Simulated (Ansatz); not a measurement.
The system is Os.

```
CELL_PARAMETERS angstrom
2.73410 0.00000 0.00000
-1.36705 2.36780 0.00000
0.00000 0.00000 4.31970
ATOMIC_POSITIONS crystal
Os 0.66667 0.33333 0.75000
Os 0.33333 0.66667 0.25000
```

- Program: Ansatz 0.2.0
- Task: relaxation of cell and atoms
- Functional: LDA
- Potentials or basis: all-electron LAPW, scalar-relativistic
- Basis error allowed: 0.001 eV/atom
- k mesh: 11 × 11 × 6
- Occupations: fermi-dirac, width 0.05 eV
- Spin: no spin polarisation

At the start: volume 13.98 Å³/atom.

Question: How do energy, volume and symmetry change on relaxing?

Answer: Over 4 steps the energy falls by 7.7 meV/atom and the volume is 13.70 Å³/atom (-2.0 %); space group P6_3/mmc (No. 194, to 0.05 Å).

Step by step:
```tsv
step	energy change (eV)	largest force (eV/Å)	volume (Å³)
1	0.0000	0.0000	27.96
2	-0.0153	0.0000	27.45
3	-0.0154	0.0000	27.40
4	-0.0154	0.0000	27.40
```

Final structure:
```
Os
1.0
     2.71546    0.00000    0.00000
    -1.35773    2.35165    0.00000
     0.00000    0.00000    4.29115
Os
2
Direct
  0.66667 0.33333 0.75000
  0.33333 0.66667 0.25000
```
